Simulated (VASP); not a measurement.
Set up this calculation in VASP 6.6.1, as the native input.

```
Task                   : relaxation of shape and atoms at fixed volume
Functional             : PBEsol
Potentials or basis    : VASP PAW PBE potentials, release 64 (Ga_d, N)
Cutoff                 : 600 eV
k mesh                 : 12 × 12 × 5
Occupations            : gaussian, width 0.03 eV
Spin                   : no spin polarisation
Further INCAR settings : ALGO = Normal; EDIFF = 1e-07; IBRION = 2; EDIFFG = -0.01; NSW = 40; ISIF = 4
```

The structure of GaN lies in POSCAR:

```
GaN                                     
1.0
    3.1153114810      0.0000000000      0.0000000000
   -1.5576557405      2.6979388833     -0.0000000000
   -0.0000000000      0.0000000000      5.0774110699
  Ga              N             
     2     2
Direct
     0.3333333332999970    0.6666666667000030    0.9992402581493666
     0.6666666667000030    0.3333333332999970    0.4992402581493666
     0.3333333332999970    0.6666666667000030    0.3757597418506334
     0.6666666667000030    0.3333333332999970    0.8757597418506334
```

The cell isn't the ideal one: a relaxed cell with its volume scaled by 0.94.

The input as run:

INCAR

```
SYSTEM = GaN
PREC = Accurate ; ENCUT = 600
EDIFF = 1E-7 ; ISMEAR = 0
SIGMA = 0.03 ; LREAL = .False.
LASPH = .True. ; NELM = 80
ALGO = Normal ; ISIF = 4
LWAVE = .False. ; LCHARG = .False.
GGA = PS ; IBRION = 2
NSW = 40 ; EDIFFG = -0.01
```

KPOINTS

```
regular mesh
0
Gamma
  12 12 5
  0 0 0
```

Potentials or basis: VASP PAW PBE potentials, release 64 (Ga_d, N).

Run with:

```bash
$ cat potpaw_PBE.64/Ga_d/POTCAR potpaw_PBE.64/N/POTCAR > POTCAR
$ mpirun -np 1 vasp_std > vasp.out
```

It gave:

```json
{
 "Energy gained by relaxing": "0.0 meV/atom",
 "Ionic steps": "3",
 "Pressure after relaxing": "13.4 GPa",
 "Band gap on the k mesh": "2.32 eV, direct"
}
```

Caveat: the PAW data sets were made with another functional, which shifts forces and pressure a little.

Run time: 77 s on 1 thread of Intel(R) Xeon(R) Platinum 8559C (Emerald Rapids) (shared host), peak memory 0.21 GiB.
